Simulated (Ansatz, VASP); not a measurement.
# CdH2 in two plane-wave programs, part 2 of 2

Aim: how closely do two programs agree when they are given the same cell, functional and k mesh? The cell is generated by rule, not measured, and may not be a known phase. The cell is taken from a series of runs on this material, whose earlier steps may have relaxed, scaled, displaced or heated it; both programs get it as it stands.

VASP 6.6.1 and Ansatz 0.2.0.

So far: The structure; Ansatz: zone-centre phonons, PBEsol.

## Step 3: VASP: zone-centre phonons, PBEsol

Level of this step: PBEsol; plane waves and PAW (Cd, H); invented cell (VASP).

The same cell, functional, mesh and smearing now go to VASP, with its own data sets.

Lines of VASP's logs that name or quote its potential files are left out, and so is its time.

INCAR

```
SYSTEM = CdH2
PREC = Accurate
ENCUT = 500
EDIFF = 1E-08
NELM = 120
ISMEAR = 1
SIGMA = 0.15
LREAL = .FALSE.
ALGO = Normal
GGA = PS
NBANDS = 20
LORBIT = 11
LWAVE = .FALSE.
LCHARG = .FALSE.
ISIF = 2
IBRION = 8
LASPH = .TRUE.
GGA_COMPAT = .FALSE.
KPAR = 2
```

POSCAR

```
CdH2
1.0
    4.2603438847      0.0000000000      0.0000000000
    0.0000000000      4.2603438847      0.0000000000
    0.0000000000      0.0000000000      4.2603438847
Cd H
2 4
Direct
    0.0000000000      0.0000000000      0.0000000000
    0.5000000000      0.5000000000      0.5000000000
    0.7500000000      0.7500000000      0.7500000000
    0.2500000000      0.7500000000      0.2500000000
    0.2500000000      0.2500000000      0.7500000000
    0.7500000000      0.2500000000      0.2500000000
```

KPOINTS

```
Automatic mesh
0
Gamma
8 8 8
0 0 0
```

PAW data sets: Cd and H (PBE family, release 64).

Started as:

```sh
$ mpirun -np 2 vasp_std
```

Numbers of over 12 decimals in the logs are rounded to 6 here.

Output:

```text
[banner, memory and clock lines left out]
running    2 mpi-ranks, on    1 nodes
 distrk:  each k-point on    1 cores,    2 groups
 distr:  one band on    1 cores,    1 groups

 POSCAR found type information on POSCAR CdH
 POSCAR found :  2 types and       6 ions
|                                                                             |
|               ----> ADVICE to this user running VASP <----                  |
|                                                                             |
|     You enforced a specific xc type in the INCAR file but a different       |
|     [... a line on the potential file left out ...]
|     I HOPE YOU KNOW WHAT YOU ARE DOING!                                     |
|                                                                             |

 LDA part: xc-table for (Slater+PW92), standard interpolation
 POSCAR, INCAR and KPOINTS ok, starting setup
 FFT: planning ... GRIDC
 FFT: planning ... GRID_SOFT
 FFT: planning ... GRID
 WAVECAR not read
 entering main loop
       N       E                     dE             d eps       ncg     rms          rms(c)
DAV:   1     0.168269108405E+03    0.16827E+03   -0.13826E+04  1400   0.126E+03
DAV:   2    -0.969241669841E+01   -0.17796E+03   -0.17202E+03  1460   0.322E+02
DAV:   3    -0.151791851911E+02   -0.54868E+01   -0.54748E+01  1620   0.630E+01
DAV:   4    -0.151952742066E+02   -0.16089E-01   -0.16087E-01  1512   0.323E+00
DAV:   5    -0.151953404969E+02   -0.66290E-04   -0.66290E-04  1600   0.192E-01    0.957E+00
DAV:   6    -0.140433616110E+02    0.11520E+01   -0.14817E+00  1576   0.172E+01    0.689E+00
DAV:   7    -0.138241795616E+02    0.21918E+00   -0.11050E+00  1508   0.669E+00    0.243E+00
DAV:   8    -0.138271093493E+02   -0.29298E-02   -0.12366E-01  1472   0.418E+00    0.423E-01
DAV:   9    -0.138269154769E+02    0.19387E-03   -0.53058E-03  1548   0.101E+00    0.191E-01
DAV:  10    -0.138273056732E+02   -0.39020E-03   -0.92655E-04  1452   0.259E-01    0.432E-02
DAV:  11    -0.138272954783E+02    0.10195E-04   -0.51907E-05  1568   0.841E-02    0.128E-02
DAV:  12    -0.138272929671E+02    0.25112E-05   -0.11125E-05  1560   0.278E-02    0.861E-03
DAV:  13    -0.138272923890E+02    0.57811E-06   -0.12041E-06  1488   0.764E-03    0.165E-03
DAV:  14    -0.138272924971E+02   -0.10810E-06   -0.25069E-07  1528   0.402E-03    0.107E-03
DAV:  15    -0.138272924584E+02    0.38679E-07   -0.45976E-08  1312   0.207E-03    0.109E-04
DAV:  16    -0.138272924610E+02   -0.25680E-08   -0.20248E-09   800   0.283E-04
   1 F= -.13827292E+02 E0= -.13827696E+02  d E =0.121086E-02
 Linear response reoptimize wavefunctions to high precision
DAV:   1    -0.138272924617E+02   -0.69485E-09   -0.83323E-11   812   0.742E-05
DAV:   2    -0.138272924617E+02   -0.50022E-11   -0.41502E-12   776   0.169E-05
 Linear response DOF=           2
 Linear response progress:
  Degree of freedom:   1/  2
       N       E                     dE             d eps       ncg     rms          rms(c)
RMM:   1    -0.432496772870E+00   -0.43250E+00   -0.22377E-01  6908   0.339E+00
RMM:   2    -0.432651403329E+00   -0.15463E-03   -0.16811E-03  6338   0.335E-01    0.123E-01
RMM:   3    -0.432327918928E+00    0.32348E-03   -0.30623E-05  6843   0.367E-02    0.740E-02
RMM:   4    -0.431950961890E+00    0.37696E-03   -0.34553E-05  6747   0.357E-02    0.608E-03
RMM:   5    -0.431957934675E+00   -0.69728E-05   -0.85107E-07  6994   0.536E-03    0.168E-03
RMM:   6    -0.431964793870E+00   -0.68592E-05   -0.17730E-07  6950   0.220E-03    0.517E-04
RMM:   7    -0.431967615522E+00   -0.28217E-05   -0.28486E-11  7039   0.636E-04    0.165E-04
RMM:   8    -0.431968788650E+00   -0.11731E-05   -0.63044E-09  7045   0.220E-04    0.660E-05
RMM:   9    -0.431968683615E+00    0.10504E-06   -0.32696E-09  7216   0.105E-04    0.110E-05
RMM:  10    -0.431968656613E+00    0.27002E-07   -0.19353E-09  7132   0.317E-05    0.311E-06
RMM:  11    -0.431968649116E+00    0.74970E-08   -0.31221E-09  6512   0.224E-05    0.825E-07
 first order change of Fermi-energy   0.18879E-04
 force on displaced ion       1 direction 1 :  -5.706  -0.000   0.000
 Linear response progress:
  Degree of freedom:   2/  2
       N       E                     dE             d eps       ncg     rms          rms(c)
RMM:   1    -0.154243288275E-01   -0.15424E-01    0.72543E-03 14165   0.594E-01
RMM:   2    -0.157905822045E-01   -0.36625E-03   -0.41170E-04  9360   0.154E-01    0.118E-01
RMM:   3    -0.160379216584E-01   -0.24734E-03   -0.11729E-04  9776   0.572E-02    0.636E-02
RMM:   4    -0.165305170872E-01   -0.49260E-03   -0.97561E-05  9552   0.549E-02    0.109E-02
RMM:   5    -0.166004715509E-01   -0.69954E-04   -0.18939E-06  9942   0.874E-03    0.262E-03
RMM:   6    -0.166090114722E-01   -0.85399E-05   -0.92515E-08 10018   0.262E-03    0.409E-04
RMM:   7    -0.166094025871E-01   -0.39111E-06   -0.51850E-09 10157   0.523E-04    0.887E-05
RMM:   8    -0.166098584582E-01   -0.45587E-06   -0.90037E-10 10177   0.948E-05    0.375E-05
RMM:   9    -0.166099014952E-01   -0.43037E-07   -0.77304E-10 10225   0.448E-05    0.529E-06
RMM:  10    -0.166099096847E-01   -0.81895E-08   -0.13548E-10  9291   0.998E-06    0.248E-06
 first order change of Fermi-energy  -0.58610E-05
 force on displaced ion       3 direction 1 :  -3.435  -2.957  -2.957
 Linear response finished
```

From OUTCAR (step 3):

```text
ion  position               nearest neighbor table
   1  0.000  0.000  0.000-   3 1.84   4 1.84   5 1.84   6 1.84   2 3.69   2 3.69   2 3.69   2 3.69
                             2 3.69   2 3.69   2 3.69   2 3.69
   2  0.500  0.500  0.500-   3 1.84   4 1.84   5 1.84   6 1.84   1 3.69   1 3.69   1 3.69   1 3.69
                             1 3.69   1 3.69   1 3.69   1 3.69
   3  0.750  0.750  0.750-   1 1.84   2 1.84
   4  0.250  0.750  0.250-   1 1.84   2 1.84
   5  0.250  0.250  0.750-   1 1.84   2 1.84
   6  0.750  0.250  0.250-   1 1.84   2 1.84

  LATTYP: Found a simple cubic cell.
 ALAT       =     4.2603438847

 Subroutine GETGRP returns: Found 48 space group operations
 (whereof 24 operations were pure point group operations)

The static configuration has the point symmetry T_d .
 The point group associated with its full space group is O_h .

 Found     35 irreducible k-points:

   k-points           NKPTS =     35   k-points in BZ     NKDIM =     35   number of bands    NBANDS=     20

   dimension x,y,z NGX =    32 NGY =   32 NGZ =   32
   dimension x,y,z NGXF=    64 NGYF=   64 NGZF=   64

   ENCUT  =  500.0 eV  36.75 Ry    6.06 a.u.   7.77  7.77  7.77*2*pi/ulx,y,z

   NELECT =      28.0000    total number of electrons

 k-points in reciprocal lattice and weights: Automatic mesh
   0.00000000  0.00000000  0.00000000       0.002
   0.12500000  0.00000000  0.00000000       0.012
   0.25000000  0.00000000  0.00000000       0.012
   0.37500000  0.00000000  0.00000000       0.012
   0.50000000  0.00000000  0.00000000       0.006
   0.12500000  0.12500000  0.00000000       0.023
   0.25000000  0.12500000  0.00000000       0.047
   0.37500000  0.12500000  0.00000000       0.047
   0.50000000  0.12500000  0.00000000       0.023
[...]
0.50000000  0.50000000  0.37500000       0.012
   0.50000000  0.50000000  0.50000000       0.002

 average (electrostatic) potential at core
       1 -41.4332       2 -41.4332       3 -35.5592       4 -35.5592       5 -35.5592
       6 -35.5592

  Total        0.1183575      0.1183575      0.1183575      0.0000000     -0.0000000      0.0000000
[...]
2.13017      2.13017      2.13017         0.000000     -0.000000      0.000000
      3.19526      3.19526      3.19526        -0.000000     -0.000000     -0.000000
      1.06509      3.19526      1.06509        -0.000000     -0.000000     -0.000000
      1.06509      1.06509      3.19526         0.000000     -0.000000      0.000000
      3.19526      1.06509      1.06509        -0.000000      0.000000      0.000000
 -----------------------------------------------------------------------------------
    total drift:                               -0.000000      0.000000     -0.000000

 Eigenvectors and eigenvalues of the dynamical matrix
 ----------------------------------------------------

   1 f  =   52.045718 THz   327.012891 2PiTHz 1736.058287 cm-1   215.243698 meV
             X         Y         Z           dx          dy          dz
      0.000000  0.000000  0.000000    -0.000000    0.000000    0.000000
      2.130172  2.130172  2.130172    -0.000000    0.000000    0.000000
      3.195258  3.195258  3.195258     0.288675    0.288675    0.288675
      1.065086  3.195258  1.065086    -0.288675    0.288675   -0.288675
      1.065086  1.065086  3.195258    -0.288675   -0.288675    0.288675
      3.195258  1.065086  1.065086     0.288675   -0.288675   -0.288675

   2 f  =   46.865451 THz   294.464312 2PiTHz 1563.263168 cm-1   193.819843 meV
             X         Y         Z           dx          dy          dz
      0.000000  0.000000  0.000000     0.030621    0.010703    0.027699
      2.130172  2.130172  2.130172     0.030621    0.010703    0.027699
      3.195258  3.195258  3.195258    -0.445604   -0.486872   -0.451656
      1.065086  3.195258  1.065086    -0.287734    0.373353   -0.293786
      1.065086  1.065086  3.195258    -0.037035   -0.078303    0.157870
      3.195258  1.065086  1.065086     0.120835   -0.035215   -0.000000

   3 f  =   46.865451 THz   294.464312 2PiTHz 1563.263168 cm-1   193.819843 meV
             X         Y         Z           dx          dy          dz
      0.000000  0.000000  0.000000     0.026886   -0.026886   -0.019333
      2.130172  2.130172  2.130172     0.026886   -0.026886   -0.019333
      3.195258  3.195258  3.195258     0.198283    0.086873    0.102523
      1.065086  3.195258  1.065086    -0.198283    0.198283   -0.294044
      1.065086  1.065086  3.195258    -0.086873   -0.198283    0.102523
      3.195258  1.065086  1.065086    -0.483440    0.483440    0.499089

   4 f  =   46.865451 THz   294.464312 2PiTHz 1563.263168 cm-1   193.819843 meV
             X         Y         Z           dx          dy          dz
      0.000000  0.000000  0.000000     0.012608    0.031337   -0.026047
      2.130172  2.130172  2.130172     0.012608    0.031337   -0.026047
      3.195258  3.195258  3.195258    -0.105883   -0.067078   -0.185973
      1.065086  3.195258  1.065086     0.356347   -0.265295    0.276257
      1.065086  1.065086  3.195258    -0.490073   -0.451268    0.462230
      3.195258  1.065086  1.065086    -0.027843    0.118896    0.000000

   5 f  =   13.565917 THz    85.237167 2PiTHz  452.510268 cm-1    56.104098 meV
             X         Y         Z           dx          dy          dz
      0.000000  0.000000  0.000000     0.000000    0.000000    0.000000
      2.130172  2.130172  2.130172     0.000000    0.000000    0.000000
      3.195258  3.195258  3.195258    -0.205112   -0.203134    0.408247
      1.065086  3.195258  1.065086     0.205112   -0.203134   -0.408247
      1.065086  1.065086  3.195258     0.205112    0.203134    0.408247
      3.195258  1.065086  1.065086    -0.205112    0.203134   -0.408247

   6 f  =   13.565917 THz    85.237167 2PiTHz  452.510268 cm-1    56.104098 meV
             X         Y         Z           dx          dy          dz
      0.000000  0.000000  0.000000    -0.000000    0.000000   -0.000000
      2.130172  2.130172  2.130172     0.000000   -0.000000    0.000000
      3.195258  3.195258  3.195258     0.352981   -0.354123    0.001142
      1.065086  3.195258  1.065086    -0.352981   -0.354123   -0.001142
      1.065086  1.065086  3.195258    -0.352981    0.354123    0.001142
      3.195258  1.065086  1.065086     0.352981    0.354123   -0.001142

   7 f  =   10.654028 THz    66.941231 2PiTHz  355.380117 cm-1    44.061499 meV
             X         Y         Z           dx          dy          dz
      0.000000  0.000000  0.000000     0.000000    0.000000    0.000000
      2.130172  2.130172  2.130172     0.000000   -0.000000   -0.000000
      3.195258  3.195258  3.195258     0.390560    0.067855   -0.458415
      1.065086  3.195258  1.065086    -0.116870   -0.067855    0.049015
      1.065086  1.065086  3.195258     0.116870    0.341545    0.458415
      3.195258  1.065086  1.065086    -0.390560   -0.341545   -0.049015

   8 f  =   10.654028 THz    66.941231 2PiTHz  355.380117 cm-1    44.061499 meV
             X         Y         Z           dx          dy          dz
      0.000000  0.000000  0.000000     0.000000    0.000000    0.000000
      2.130172  2.130172  2.130172    -0.000000   -0.000000   -0.000000
      3.195258  3.195258  3.195258    -0.221691    0.414641   -0.192951
      1.065086  3.195258  1.065086    -0.430269   -0.414641    0.015628
      1.065086  1.065086  3.195258     0.430269   -0.237318    0.192951
      3.195258  1.065086  1.065086     0.221691    0.237318   -0.015628

   9 f  =   10.654028 THz    66.941231 2PiTHz  355.380117 cm-1    44.061499 meV
             X         Y         Z           dx          dy          dz
      0.000000  0.000000  0.000000     0.000000   -0.000000    0.000000
      2.130172  2.130172  2.130172    -0.000000   -0.000000    0.000000
      3.195258  3.195258  3.195258    -0.219809    0.271050   -0.051241
      1.065086  3.195258  1.065086     0.226296   -0.271050   -0.497346
      1.065086  1.065086  3.195258    -0.226296    0.277538    0.051241
      3.195258  1.065086  1.065086     0.219809   -0.277538    0.497346

  10 f  =    5.534764 THz    34.775945 2PiTHz  184.619841 cm-1    22.889933 meV
             X         Y         Z           dx          dy          dz
      0.000000  0.000000  0.000000    -0.016669    0.074418    0.028638
      2.130172  2.130172  2.130172    -0.016669    0.074418    0.028638
      3.195258  3.195258  3.195258     0.294407   -0.379286   -0.040690
      1.065086  3.195258  1.065086    -0.000417   -0.426705   -0.335515
      1.065086  1.065086  3.195258     0.180951   -0.492743   -0.269477
      3.195258  1.065086  1.065086    -0.113874   -0.313249    0.025347

  11 f  =    5.534764 THz    34.775945 2PiTHz  184.619841 cm-1    22.889933 meV
             X         Y         Z           dx          dy          dz
      0.000000  0.000000  0.000000    -0.073747   -0.025514    0.023374
      2.130172  2.130172  2.130172    -0.073747   -0.025514    0.023374
      3.195258  3.195258  3.195258     0.395128    0.038382   -0.323203
      1.065086  3.195258  1.065086     0.496206    0.237948   -0.222124
      1.065086  1.065086  3.195258     0.302525   -0.054221    0.070045
      3.195258  1.065086  1.065086     0.403604    0.330550   -0.031034

  12 f  =    5.534764 THz    34.775945 2PiTHz  184.619841 cm-1    22.889933 meV
             X         Y         Z           dx          dy          dz
      0.000000  0.000000  0.000000    -0.030322    0.021143   -0.072591
      2.130172  2.130172  2.130172    -0.030322    0.021143   -0.072591
      3.195258  3.195258  3.195258     0.062294   -0.318356    0.374922
      1.065086  3.195258  1.065086    -0.021470    0.089362    0.291158
      1.065086  1.065086  3.195258     0.349882   -0.030768    0.411288
      3.195258  1.065086  1.065086     0.266118   -0.198226    0.495052

  13 f  =    4.051320 THz    25.455197 2PiTHz  135.137502 cm-1    16.754907 meV
             X         Y         Z           dx          dy          dz
      0.000000  0.000000  0.000000    -0.144545    0.483111   -0.495692
      2.130172  2.130172  2.130172     0.144545   -0.483111    0.495692
      3.195258  3.195258  3.195258    -0.000000    0.000000   -0.000000
      1.065086  3.195258  1.065086     0.000000    0.000000    0.000000
      1.065086  1.065086  3.195258    -0.000000    0.000000    0.000000
      3.195258  1.065086  1.065086    -0.000000    0.000000   -0.000000
    [... 43 further lines ...]
      1.065086  1.065086  3.195258    -0.000450   -0.000406    0.065019
      3.195258  1.065086  1.065086    -0.000450    0.000375    0.065019

 ELASTIC MODULI CONTR FROM IONIC RELAXATION (kBar)
 Direction    XX          YY          ZZ          XY          YZ          ZX
 --------------------------------------------------------------------------------
 XX          -0.0000      0.0000      0.0000     -0.0000     -0.0000      0.0000
 YY           0.0000     -0.0000      0.0000     -0.0000     -0.0000     -0.0000
 ZZ           0.0000      0.0000     -0.0000     -0.0000     -0.0000      0.0000
 XY          -0.0000     -0.0000     -0.0000   -220.5531      0.0000      0.0000
 YZ          -0.0000     -0.0000     -0.0000      0.0000   -220.5531     -0.0000
 ZX           0.0000     -0.0000      0.0000      0.0000     -0.0000   -220.5531
 --------------------------------------------------------------------------------
```

The gap is under twice the smearing width, so the edge states are partly filled and the run can't tell a small gap from a semimetal. Methfessel-Paxton smearing is not meant for a cell with a gap.

## Step 4: Comparison

Known differences besides the potentials themselves: the data sets hold 44 valence electrons in Ansatz (on its default PAW (the set named soft_2) files) and 28 in VASP; the cutoff is 420 eV in Ansatz and 500 eV in VASP; Ansatz makes its cores anew for this functional, VASP keeps those of its PBE data sets. Total energies have different zeros and are not compared.

The two programs side by side:

```tsv
quantity	Ansatz	VASP	difference
optical mode 1 to 3 (cm⁻¹)	133.8	135.1	-0.98 %
optical mode 4 to 6 (cm⁻¹)	201.8	184.6	+9.29 %
optical mode 7 to 9 (cm⁻¹)	368.6	355.4	+3.73 %
optical mode 10 to 11 (cm⁻¹)	463.4	452.5	+2.41 %
optical mode 12 to 14 (cm⁻¹)	1537.4	1563.3	-1.65 %
optical mode 15 (cm⁻¹)	1712.6	1736.1	-1.35 %
```

Modes are paired by rising frequency, not by their patterns, so a pair may set unlike modes beside each other; they are those without the splitting of longitudinal modes.

## Step 5: Summary of results

| Property | Result |
| --- | --- |
| r.m.s. difference of the optical zone-centre modes, each program's sorted by frequency (zone-centre phonons, PBEsol) | 17 cm⁻¹ |
| difference in optical mode 4 to 6 (zone-centre phonons, PBEsol) | +9.3 % |

What this shows: The r.m.s. difference of the optical zone-centre modes, each program's sorted by frequency is 17 cm⁻¹ (zone-centre phonons, PBEsol). The data sets hold unlike numbers of valence electrons (44 in Ansatz and 28 in VASP), so part of the differences comes from the potentials. Among the rows given in per cent, the largest difference of the zone-centre phonons, PBEsol pair is in optical mode 4 to 6, +9.3 %. What causes the difference of the zone-centre phonons, PBEsol pair stays open here. 1 further run of this series is not shown here. How closely two codes agree says nothing of how well the functional describes the real material.

[Lines on the potential files, build, host, timing and source positions are cut from VASP's logs without a mark.]

[Logs are printed without paths, hosts, clocks, repeated set-up lines and the standing remarks that a program may print on its own settings, such as how far it seeks lower states.]

[Hosts, paths, dates, database ids (printed as entryN), source tags and the programs' standing remarks are cut or masked in the printed files.]
